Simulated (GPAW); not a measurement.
Cl:

```
Cl
1.0
     3.14500   -2.25000    0.00000
     3.14500    2.25000    0.00000
     0.00000    0.00000    8.21000
Cl
4
Direct
  0.37000 0.63000 0.40000
  0.13000 0.87000 0.90000
  0.63000 0.37000 0.60000
  0.87000 0.13000 0.10000
```

```yaml
Program: GPAW 26.7.0
Task: relaxation of cell and atoms
Functional: PBEsol
Dispersion: D3
Potentials_or_basis: PAW data sets generated in the run's folder for this functional
Cutoff: 600 eV
Basis: pw
k_mesh: 5 × 5 × 3
Occupations: fermi-dirac, width 0.05 eV
Spin: no spin polarisation
```

At the start: pressure -1.5 GPa; volume 29.05 Å³/atom.

Q: Where does the relaxation end?

A: Over 29 steps the energy falls by 37.8 meV/atom and the volume is 23.60 Å³/atom (-18.7 %); space group Cmce (No. 64, to 0.05 Å).

Step by step:
| step | energy change (eV) | largest force (eV/Å) | pressure (GPa) | volume (Å³) |
| --- | --- | --- | --- | --- |
| 1 | 0.0000 | 0.1162 | -1.45 | 116.19 |
| 2 | -0.0036 | 0.0840 | -1.29 | 115.86 |
| 3 | -0.0157 | 0.3566 | -0.58 | 113.85 |
| 4 | -0.0265 | 0.5164 | -0.21 | 111.85 |
| 5 | -0.0639 | 0.8755 | 1.09 | 103.06 |
| 6 | -0.0863 | 0.7143 | 1.28 | 99.14 |
| 7 | -0.1136 | 0.2164 | 0.23 | 98.26 |
| 8 | -0.1175 | 0.1002 | -0.28 | 98.64 |
| 9 | -0.1183 | 0.1118 | -0.36 | 98.27 |
| 10 | -0.1211 | 0.1714 | -0.50 | 97.35 |
| 11 | -0.1262 | 0.2423 | -0.57 | 95.62 |
| 12 | -0.1315 | 0.2422 | -0.43 | 93.66 |
| 13 | -0.1351 | 0.1516 | -0.16 | 93.04 |
| 14 | -0.1375 | 0.0280 | 0.12 | 93.33 |
| 15 | -0.1379 | 0.0222 | 0.14 | 93.55 |
| 16 | -0.1384 | 0.0328 | 0.16 | 93.75 |
| 17 | -0.1399 | 0.0662 | 0.19 | 94.22 |
| 18 | -0.1425 | 0.1016 | 0.21 | 94.86 |
| 19 | -0.1466 | 0.1087 | 0.16 | 95.62 |
| 20 | -0.1496 | 0.0602 | 0.06 | 95.93 |
| 21 | -0.1500 | 0.0230 | 0.00 | 95.72 |
| 22 | -0.1499 | 0.0094 | -0.04 | 95.36 |
| 23 | -0.1497 | 0.0184 | -0.05 | 95.16 |
| 24 | -0.1497 | 0.0244 | -0.05 | 95.02 |
| 25 | -0.1497 | 0.0359 | -0.06 | 94.70 |
| 26 | -0.1498 | 0.0455 | -0.06 | 94.35 |
| 27 | -0.1504 | 0.0456 | -0.05 | 94.06 |
| 28 | -0.1509 | 0.0265 | -0.03 | 94.17 |
| 29 | -0.1513 | 0.0037 | 0.00 | 94.41 |

Final structure:
```
Cl
1.0
     3.12666   -1.91502   -0.00003
     3.12666    1.91502    0.00003
     0.00000    0.00008    7.88386
Cl
4
Direct
  0.36741 0.63259 0.38781
  0.13269 0.86731 0.88784
  0.63259 0.36741 0.61219
  0.86731 0.13269 0.11216
```

Caveat: later steps reuse the first step's grids; the volume moved by over 15 % at a fixed basis, so the end points are rough.
